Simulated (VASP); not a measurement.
# CsSnBr3 (Pm-3m) in VASP: settings compared

One crystal, CsSnBr3, is run at these levels: PBE, LDA; tasks: band structure.

Everything below comes from runs of VASP 6.6.1. Logs are shortened: lines on timing, memory, paths and dates and some standing lists are left out, and cuts for length are marked.

### Step 1. The crystal as given

Symmetry: Pm-3m, No. 221, cubic system. The conventional cell has a = 5.839 Å, b = 5.839 Å, c = 5.839 Å, α = 90.00°, β = 90.00°, γ = 90.00°. Cs (site symmetry m-3m) is surrounded by 12 Br at 4.13 Å. Around Sn (site symmetry m-3m) lie 6 Br at 2.92 Å. Br (site symmetry 4/mmm) has 2 Sn at 2.92 Å as nearest neighbours.

The cell is a database's computed one.

### Step 2. Band structure, PBE, spin-orbit coupling, no magnetisation

Contents of INCAR:

```
SYSTEM = CsSnBr3
PREC = Accurate ; ENCUT = 520
EDIFF = 1E-7 ; ISMEAR = 0
SIGMA = 0.02 ; LREAL = .FALSE.
LASPH = .TRUE. ; NELM = 80
ALGO = Fast ; ISIF = 2
LWAVE = .FALSE. ; LCHARG = .FALSE.
MAGMOM = 0 0 0 0 0 0 0 0 0 0 0 0 0 0 0 ; LORBIT = 11
LSORBIT = .TRUE. ; GGA_COMPAT = .FALSE.
GGA = PE ; NBANDS = 59
KPAR = 4
```

Contents of KPOINTS:

```
Automatic mesh
0
G
  4 4 4
  0 0 0
```

Contents of POSCAR:

```
CsSnBr3
1.0
    5.8390056100      0.0000000000      0.0000000000
    0.0000000000      5.8390056100      0.0000000000
    0.0000000000      0.0000000000      5.8390056100
Cs Sn Br
1 1 3
Direct
    0.0000000000      0.0000000000      0.0000000000
    0.5000000000      0.5000000000      0.5000000000
    0.0000000000      0.5000000000      0.5000000000
    0.5000000000      0.5000000000      0.0000000000
    0.5000000000      0.0000000000      0.5000000000
```

Contents of KPOINTS_OPT:

```
path GXMGRX,MR
10
line-mode
reciprocal
 0.0000000000  0.0000000000  0.0000000000  G
 0.0000000000  0.5000000000  0.0000000000  X

 0.0000000000  0.5000000000  0.0000000000  X
 0.5000000000  0.5000000000  0.0000000000  M

 0.5000000000  0.5000000000  0.0000000000  M
 0.0000000000  0.0000000000  0.0000000000  G

 0.0000000000  0.0000000000  0.0000000000  G
 0.5000000000  0.5000000000  0.5000000000  R

 0.5000000000  0.5000000000  0.5000000000  R
 0.0000000000  0.5000000000  0.0000000000  X

 0.5000000000  0.5000000000  0.0000000000  M
 0.5000000000  0.5000000000  0.5000000000  R
```

Potentials or basis: VASP PAW PBE potentials, release 64 (Cs_sv, Sn_d, Br).

On the command line:

```sh
$ cat potpaw_PBE.64/Cs_sv/POTCAR potpaw_PBE.64/Sn_d/POTCAR potpaw_PBE.64/Br/POTCAR > POTCAR
$ mpirun -np 4 vasp_ncl > vasp.out
```

OUTCAR:

```text
SYSTEM = CsSnBr3
   PREC = Accurate
   ENCUT = 520
   EDIFF = 1E-7
   ISMEAR = 0
   LREAL = .FALSE.
   LASPH = .TRUE.
   NELM = 80
   ISIF = 2
   LORBIT = 11
   LSORBIT = .TRUE.
   GGA = PE

 ion  position               nearest neighbor table
   1  0.000  0.000  0.000-
   2  0.500  0.500  0.500-   3 2.92   4 2.92   5 2.92   4 2.92   5 2.92   3 2.92
   3  0.000  0.500  0.500-   2 2.92   2 2.92
   4  0.500  0.500  0.000-   2 2.92   2 2.92
   5  0.500  0.000  0.500-   2 2.92   2 2.92

  LATTYP: Found a simple cubic cell.
 ALAT       =     5.8390056100

  Lattice vectors:

 A1 = (   5.8390056100,   0.0000000000,   0.0000000000)
 A2 = (   0.0000000000,   5.8390056100,   0.0000000000)
 A3 = (   0.0000000000,   0.0000000000,   5.8390056100)

Analysis of symmetry for initial positions (statically):
=====================================================================
 Subroutine PRICEL returns:
 Original cell was already a primitive cell.

 Routine SETGRP: Setting up the symmetry group for a
 simple cubic supercell.

 Subroutine GETGRP returns: Found 48 space group operations
 (whereof 48 operations were pure point group operations)
 out of a pool of 48 trial point group operations.

The static configuration has the point symmetry O_h .

Analysis of symmetry for dynamics (positions and initial velocities):
=====================================================================
 Subroutine PRICEL returns:
 Original cell was already a primitive cell.

 Routine SETGRP: Setting up the symmetry group for a
 simple cubic supercell.

 Subroutine GETGRP returns: Found 48 space group operations
 (whereof 48 operations were pure point group operations)
 out of a pool of 48 trial point group operations.

The dynamic configuration has the point symmetry O_h .

Analysis of structural, dynamic, and magnetic symmetry:
=====================================================================
 Subroutine PRICEL returns:
 Original cell was already a primitive cell.

 Routine SETGRP: Setting up the symmetry group for a
 simple cubic supercell.

 Subroutine GETGRP returns: Found 48 space group operations
 (whereof 48 operations were pure point group operations)
 out of a pool of 48 trial point group operations.

The overall configuration has the point symmetry O_h .

 Subroutine INISYM returns: Found 48 space group operations
 (whereof 48 operations are pure point group operations),
 and found     1 'primitive' translations

----------------------------------------------------------------------------------------

                                     Primitive cell

  volume of cell :     199.0750

  direct lattice vectors                    reciprocal lattice vectors
     5.839005610  0.000000000  0.000000000     0.171262038  0.000000000  0.000000000
     0.000000000  5.839005610  0.000000000     0.000000000  0.171262038  0.000000000
     0.000000000  0.000000000  5.839005610     0.000000000  0.000000000  0.171262038

  length of vectors
     5.839005610  5.839005610  5.839005610     0.171262038  0.171262038  0.171262038

  position of ions in fractional coordinates (direct lattice)
     0.000000000  0.000000000  0.000000000
     0.500000000  0.500000000  0.500000000
     0.000000000  0.500000000  0.500000000
     0.500000000  0.500000000  0.000000000
     0.500000000  0.000000000  0.500000000

  ion indices of the primitive-cell ions
   primitive index   ion index
                 1           1
                 2           2
                 3           3
                 4           4
                 5           5

----------------------------------------------------------------------------------------

 KPOINTS: Automatic mesh

Automatic generation of k-mesh.
 Grid dimensions read from file:
 generate k-points for:    4    4    4

 Generating k-lattice:

  Cartesian coordinates                     Fractional coordinates (reciprocal lattice)
[... 74 lines left out ...]
   LEPSILON=     F    determine dielectric tensor
   LRPA    =     F    only Hartree local field effects (RPA)
 RMM-DIIS sequential band-by-band and
 Gauss-broadening in eV      SIGMA  =   0.02
  energy-cutoff  :      520.00
  volume of cell :      199.07
 maximum number of plane-waves:     10800
 NGX is ok and might be reduce to    48
   NGX = 21   NGY = 21   NGZ = 21

 number of electron      44.0000008 magnetization       0.0000000      0.0000000      0.0000000

 number of electron      44.0000008 magnetization       0.0000000      0.0000000     -0.0000000

 number of electron      44.0000008 magnetization       0.0000000     -0.0000000     -0.0000000

 number of electron      44.0000008 magnetization      -0.0000000     -0.0000000     -0.0000000

 Free energy of the ion-electron system (eV)
  ---------------------------------------------------
  ext. energy  EPLUGINS =         0.00000000
  ---------------------------------------------------
  free energy    TOTEN  =       -16.05882506 eV

  energy without entropy =      -16.05882506  energy(sigma->0) =      -16.05882506

 E-fermi :   2.2679     XC(G=0):  -7.6595

 val. band max:        2.1911297847   @ k =   0.5000   0.5000   0.5000
 cond. band min:       2.3450402975   @ k =   0.5000   0.5000   0.5000
 fundamental gap:      0.1539105128
 Fermi energy:         2.2679475036

 k-point     1 :       0.0000    0.0000    0.0000
  band No.  band energies     occupation
      1     -20.6330      1.00000
      2     -20.6330      1.00000
      3     -20.6330      1.00000
      4     -20.6330      1.00000
      5     -20.0990      1.00000
      6     -20.0990      1.00000
[... 579 lines left out ...]
     55       6.5190      0.00000
     56       6.5190      0.00000
 [bands above 56 left out]

------------------------ aborting loop because EDIFF is reached ----------------------------------------

  FORCE on cell =-STRESS in cart. coord.  units (eV):
  Direction    XX          YY          ZZ          XY          YZ          ZX
  --------------------------------------------------------------------------------------
  -------------------------------------------------------------------------------------
  Total        0.9543444      0.9543444      0.9543444      0.0000000     -0.0000000      0.0000000
  in kB        7.6806688      7.6806688      7.6806688      0.0000000     -0.0000000      0.0000000
  external PRESSURE =       7.6806688 kB  Pullay stress =       0.0000000 kB

 VOLUME and BASIS-vectors are now :
 -----------------------------------------------------------------------------
  energy-cutoff  :      520.00
  volume of cell :      199.07
      direct lattice vectors                 reciprocal lattice vectors
     5.839005610  0.000000000  0.000000000     0.171262038  0.000000000  0.000000000
     0.000000000  5.839005610  0.000000000     0.000000000  0.171262038  0.000000000
     0.000000000  0.000000000  5.839005610     0.000000000  0.000000000  0.171262038

 POSITION                                       TOTAL-FORCE (eV/Angst)
 -----------------------------------------------------------------------------------
      0.00000      0.00000      0.00000         0.000000      0.000000      0.000000
      2.91950      2.91950      2.91950         0.000000      0.000000      0.000000
      0.00000      2.91950      2.91950         0.000000      0.000000      0.000000
      2.91950      2.91950      0.00000         0.000000      0.000000      0.000000
      2.91950      0.00000      2.91950         0.000000      0.000000      0.000000
 -----------------------------------------------------------------------------------
    total drift:                                0.000000     -0.000000     -0.000000

  FREE ENERGIE OF THE ION-ELECTRON SYSTEM (eV)
  ---------------------------------------------------
  free  energy   TOTEN  =       -16.0588250611 eV

  energy  without entropy=      -16.0588250610  energy(sigma->0) =      -16.05882506

 Spin-Orbit-Coupling matrix elements

 Ion:    1  E_soc:     -0.3233876
 l=   1
     0.0000000    -0.0538805    -0.0538805
    -0.0538805     0.0000000    -0.0538805
    -0.0538805    -0.0538805     0.0000000
 l=   2
     0.0000000    -0.0000033     0.0000000    -0.0000033    -0.0000142
    -0.0000033     0.0000000    -0.0000106    -0.0000033    -0.0000035
     0.0000000    -0.0000106     0.0000000    -0.0000106     0.0000000
    -0.0000033    -0.0000033    -0.0000106     0.0000000    -0.0000035
    -0.0000142    -0.0000035     0.0000000    -0.0000035     0.0000000
 l=   3
     0.0000000     0.0000000     0.0000000     0.0000000     0.0000000     0.0000000     0.0000000
     0.0000000     0.0000000     0.0000000     0.0000000     0.0000000     0.0000000     0.0000000
     0.0000000     0.0000000     0.0000000     0.0000000     0.0000000     0.0000000     0.0000000
     0.0000000     0.0000000     0.0000000     0.0000000     0.0000000     0.0000000     0.0000000
[... 69 lines left out ...]
 l=   2
     0.0000000    -0.0000010     0.0000000    -0.0000001     0.0000033
    -0.0000010     0.0000000     0.0000013    -0.0000001     0.0000020
     0.0000000     0.0000013     0.0000000    -0.0000002     0.0000000
    -0.0000001    -0.0000001    -0.0000002     0.0000000    -0.0000001
     0.0000033     0.0000020     0.0000000    -0.0000001     0.0000000
 l=   3
     0.0000000     0.0000000     0.0000000     0.0000000     0.0000000     0.0000000     0.0000000
     0.0000000     0.0000000     0.0000000     0.0000000     0.0000000     0.0000000     0.0000000
     0.0000000     0.0000000     0.0000000     0.0000000     0.0000000     0.0000000     0.0000000
     0.0000000     0.0000000     0.0000000     0.0000000     0.0000000     0.0000000     0.0000000
     0.0000000     0.0000000     0.0000000     0.0000000     0.0000000     0.0000000     0.0000000
     0.0000000     0.0000000     0.0000000     0.0000000     0.0000000     0.0000000     0.0000000
     0.0000000     0.0000000     0.0000000     0.0000000     0.0000000     0.0000000     0.0000000

 total charge

# of ion       s       p       d       tot
------------------------------------------
    1        1.831   4.710   0.012   6.553
    2        1.441   0.564  10.000  12.005
    3        1.613   3.245   0.010   4.867
    4        1.613   3.245   0.010   4.867
    5        1.613   3.245   0.010   4.867
--------------------------------------------------
tot          8.111  15.009  10.041  33.160

 magnetization (x)

# of ion       s       p       d       tot
------------------------------------------
    1       -0.000   0.000  -0.000  -0.000
    2       -0.000  -0.000   0.000  -0.000
    3        0.000   0.000   0.000   0.000
    4        0.000   0.000  -0.000   0.000
    5       -0.000   0.000   0.000  -0.000
--------------------------------------------------
tot         -0.000  -0.000  -0.000  -0.000

 magnetization (y)

# of ion       s       p       d       tot
------------------------------------------
    1       -0.000  -0.000   0.000   0.000
    2        0.000   0.000   0.000   0.000
    3        0.000   0.000  -0.000   0.000
    4        0.000   0.000  -0.000  -0.000
    5       -0.000   0.000  -0.000   0.000
--------------------------------------------------
tot          0.000   0.000   0.000   0.000

 magnetization (z)

# of ion       s       p       d       tot
------------------------------------------
    1       -0.000  -0.000  -0.000  -0.000
    2       -0.000   0.000  -0.000   0.000
    3       -0.000   0.000  -0.000  -0.000
    4       -0.000   0.000  -0.000   0.000
    5       -0.000   0.000  -0.000  -0.000
--------------------------------------------------
tot         -0.000   0.000  -0.000   0.000
```

It took 4 min on 4 MPI ranks of AMD EPYC 9R45 (Zen 5), shared host; peak memory 0.86 GiB.

What came out:

```yaml
Free_energy: -16.0588 eV
Pressure: 0.8 GPa
Valence_electrons_inside_the_program's_atomic_spheres: Cs 6.55; Sn 12.01; Br 4.87
```

[end of part 1 of 2]
